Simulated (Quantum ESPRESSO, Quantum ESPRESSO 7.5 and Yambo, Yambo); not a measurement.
# ZnSe (Stilleite): G0W0 with and without spin-orbit coupling

Aim: spinor G0W0 for ZnSe (Stilleite) beside the scalar-relativistic result.

Calculated with Quantum ESPRESSO 7.5 and Yambo 5.3.0; PBE and many-body steps on it, plane waves.

**Experimental background.**

- Gap 2.695 ± 0.003 eV: excitonic gap from free-exciton PL, not corrected for exciton binding; photoluminescence; 300 K; bulk crystal (Bridgman-grown crystal, polished and etched) (“Alloy Disordering Effects on the Thermal Conductivity and Energy Gap Temperature Dependence of Cd1−xZnxSe Ternary Crystals Grown by the Bridgman Method”, 2023, pmc:10253836).

This is a report of a sequence of runs, with most program output left out.

## 1. Set-up

The structure is cubic, space group F-43m (No. 216). Conventional cell: a = 5.668 Å, b = 5.668 Å, c = 5.668 Å, α = 90.00°, β = 90.00°, γ = 90.00°. Zn has 4 Se at 2.45 Å nearest. Nearest to Se lie 4 Zn at 2.45 Å. Farther neighbours and most contacts between anions are not listed.

The cell and positions come from the Crystallography Open Database and are kept as given unless a step says otherwise.

## 2. Empty states on the mesh, 4×4×4 mesh, 137 bands

This step: Quantum ESPRESSO 7.5; DFT, PBE, plane waves, norm-conserving pseudopotentials.

The sums over transitions need many empty states on a uniform mesh; this step solves for them.

The input, pw.in:

```
&control
  calculation = 'nscf'
  prefix = 'x'
  outdir = 'o'
  pseudo_dir = 'pseudo'
/
&system
  ibrav = 0
  nat = 2
  ntyp = 2
  ecutwfc = 78.0
  nbnd = 137
  force_symmorphic = .true.
/
&electrons
  conv_thr = 1e-9
  electron_maxstep = 80
  diago_full_acc = .true.
  diago_thr_init = 5e-6
/
ATOMIC_SPECIES
  Zn 65.38 Zn.upf
  Se 78.971 Se.upf
CELL_PARAMETERS angstrom
  -0.0000000000 2.8338000000 2.8338000000
  2.8338000000 -0.0000000000 2.8338000000
  2.8338000000 2.8338000000 0.0000000000
ATOMIC_POSITIONS crystal
  Zn 0.0000000000 0.0000000000 0.0000000000
  Se 0.2500000000 0.2500000000 0.2500000000
K_POINTS automatic
  4 4 4 0 0 0
```

On the command line:

```
$ OMP_NUM_THREADS=1 mpirun -n 4 pw.x -nk 4 -in pw.in > pw.out
```

Wall time 7.4 s (4 MPI ranks of Arm Neoverse V2, shared host); peak memory 0.37 GiB; 29 s of CPU time.

Numbers from this step:

| Item | Value |
| --- | --- |
| gap | 1.288 eV |
| k of the valence top | 0, 0, 0 |
| k of the conduction bottom | 0, 0, 0 |
| least direct gap | 1.288 eV |
| k points computed | 8 |
| lowest point of the top converged band, above the valence top | 98.7874 eV |

On this mesh the gap is 1.288 eV.

The density comes from a self-consistent run that is not shown.

## 3. Conversion and set-up

This step: Yambo 5.3.0; conversion and set-up on PBE, plane waves, norm-conserving pseudopotentials.

The states are converted to the many-body program's format and the q mesh is built.

On the command line:

```
$ (cd o/x.save; p2y > p2y.log; mv SAVE ../..); yambo > setup.log
```

Run time: 2.1 s. Hardware: 1 MPI rank; peak memory 0.25 GiB.

## 4. Scalar-relativistic

Now the one-shot GW correction: screening in the RPA, then the self-energy of the levels asked for.

This step: G0W0 on PBE, plane waves, norm-conserving pseudopotentials.

The input, gw1.in:

```
HF_and_locXC
gw0
dyson
ppa
em1d
rim_cut
RandQpts= 1000000
RandGvec= 1 RL
EXXRLvcs= 78 Ry
VXCRLvcs= 312 Ry
Chimod= "HARTREE"
% BndsRnXp
 1 | 137 |
%
NGsBlkXp= 10.5 Ry
% LongDrXp
 1 | 1 | 1 |
%
% GbndRnge
 1 | 137 |
%
DysSolver= "n"
ExtendOut
PPAPntXp= 27.21138 eV
% QPkrange
 1 | 1 | 17 | 20 |
%
```

On the command line:

```
$ OMP_NUM_THREADS=1 mpirun -n 4 yambo -F gw1.in -J gw1 -C gw1 > gw1.log
```

It took 64 s on 4 MPI ranks; peak memory 1.6 GiB; 4.2 min of CPU time.

This step gave:

| Quantity | Value |
| --- | --- |
| G0W0 gap on the points computed | 2.555 eV |
| starting gap on the mesh | 1.288 eV |
| k of the valence top | 0, 0, 0 |
| k of the conduction bottom | 0, 0, 0 |
| least direct G0W0 gap on the computed points | 2.555 eV |
| Z at the valence top | 0.7969 |
| Z at the conduction bottom | 0.8130 |

The gap on the mesh goes from 1.29 eV to 2.55 eV, a correction of +1.27 eV.

## 5. Empty states on the mesh, 4×4×4 mesh, 274 bands

This step: Quantum ESPRESSO 7.5; DFT, PBE with spin-orbit coupling, plane waves, norm-conserving pseudopotentials.

Changes to pw.in since step 2:

```diff
@@ -11,4 +11,6 @@
   ecutwfc = 78.0
-  nbnd = 137
+  nbnd = 274
   force_symmorphic = .true.
+  noncolin = .true.
+  lspinorb = .true.
 /
```

On the command line:

```
$ OMP_NUM_THREADS=1 mpirun -n 4 pw.x -nk 4 -in pw.in > pw.out
```

It took 41 s on 4 MPI ranks; peak memory 0.89 GiB.

This step gave:

```
gap                                                           : 1.164 eV
k of the valence top                                          : 0, 0, 0
k of the conduction bottom                                    : 0, 0, 0
least direct gap                                              : 1.164 eV
k points computed                                             : 8
lowest point of the top converged band, above the valence top : 98.6577 eV
```

On this mesh the gap is 1.164 eV.

The density comes from a self-consistent run that is not shown, made with spin-orbit coupling and fully relativistic files.

## 6. Conversion and set-up

This step: Yambo 5.3.0; conversion and set-up on PBE with spin-orbit coupling, plane waves, norm-conserving pseudopotentials.

On the command line:

```
$ (cd o/x.save; p2y > p2y.log; mv SAVE ../..); yambo > setup.log
```

Run time: 2.7 s. Hardware: 1 MPI rank; peak memory 0.25 GiB.

## 7. With spin-orbit coupling

This step: G0W0 on PBE with spin-orbit coupling, plane waves, norm-conserving pseudopotentials.

The input, gw4.in:

```
HF_and_locXC
gw0
dyson
ppa
em1d
rim_cut
RandQpts= 1000000
RandGvec= 1 RL
EXXRLvcs= 78 Ry
VXCRLvcs= 312 Ry
Chimod= "HARTREE"
% BndsRnXp
 1 | 274 |
%
NGsBlkXp= 10.5 Ry
% LongDrXp
 1 | 1 | 1 |
%
% GbndRnge
 1 | 274 |
%
DysSolver= "n"
ExtendOut
PPAPntXp= 27.21138 eV
% QPkrange
 1 | 1 | 33 | 40 |
%
```

On the command line:

```
$ OMP_NUM_THREADS=1 mpirun -n 4 yambo -F gw4.in -J gw4 -C gw4 > gw4.log
```

Elapsed: 6.1 min, on 4 MPI ranks; peak memory 3.3 GiB; 24 min of CPU time.

Numbers from this step:

```yaml
g0w0_gap_on_the_points_computed: 2.413 eV
starting_gap_on_the_mesh: 1.164 eV
k_of_the_valence_top: 0, 0, 0
k_of_the_conduction_bottom: 0, 0, 0
least_direct_g0w0_gap_on_the_computed_points: 2.413 eV
z_at_the_valence_top: 0.7975
z_at_the_conduction_bottom: 0.8127
```

Against G0W0 in Yambo (4×4×4 mesh, 137 bands, screening to 142.9 eV, Godby-Needs plasmon pole), the gap moves by −0.141 eV.

## 8. The runs together

Times are wall times on 4 MPI ranks of Arm Neoverse V2, shared host, good to a factor of about two.

| run | mesh | bands | screening cutoff (eV) | DFT gap (eV) | gap on the mesh (eV) | direct (eV) | time |
| --- | --- | --- | --- | --- | --- | --- | --- |
| scalar-relativistic | 4×4×4 | 137 | 142.9 | 1.288 | 2.555 | 2.555 | 64 s |
| with spin-orbit coupling | 4×4×4 | 274 | 142.9 | 1.164 | 2.413 | 2.413 | 6.1 min |

## 9. Outcome

| Quantity | Value |
| --- | --- |
| scalar-relativistic | 2.555 eV |
| with spin-orbit coupling | 2.413 eV |
| known limits | not at the basis limit; exchange with frozen shells missing; no spin-orbit coupling in some runs; coarse k mesh |

With spin-orbit coupling: −0.141 eV against scalar-relativistic, −0.124 eV of it in the start. Against experiment, by with spin-orbit coupling: the direct gap of 2.41 eV lies −0.28 eV from the measured 2.695 ± 0.003 eV (exciton, 300 K, 2023). An exciton line or allowed optical edge lies below the quasiparticle gap by the binding energy; a forbidden edge can push the onset above it. These are gaps on the mesh, at modest bands and cutoff. The calculation has static nuclei and no excitons; a measured gap holds zero-point and thermal motion, which mostly lowers it. Bands and cutoff are finite, so the gap is not at the basis limit. The miss can reach some tenths of an eV and take either sign; the mesh is an error of its own. In the G0W0 runs levels were corrected at 1 k point alone, so a gap called «on the mesh» is the least over those, and an edge elsewhere would be missed. The 4×4×4 mesh is coarse for this cell, which bears on the long-range parts of exchange and screening. The norm-conserving file of at least one element keeps a d shell over frozen s and p shells of the same row. Exchange with those shells is missing from the self-energy, an error of 0.3 to 0.9 eV in cases checked, whose sign depends on which edge lies on those atoms.

[Paths, hosts, dates, memory and timing lines, banners, echoed tables and standing remarks are left out of the program output.]

[Logs are printed without paths, hosts, clocks, repeated set-up lines and the standing remarks that a program may print on its own settings, such as how far it seeks lower states.]

[Runs of the session that timed out or met a known fault of the program may be left out.]

[Hosts, paths, dates, database ids (printed as entryN), source tags and the programs' standing remarks are cut or masked in the printed files.]
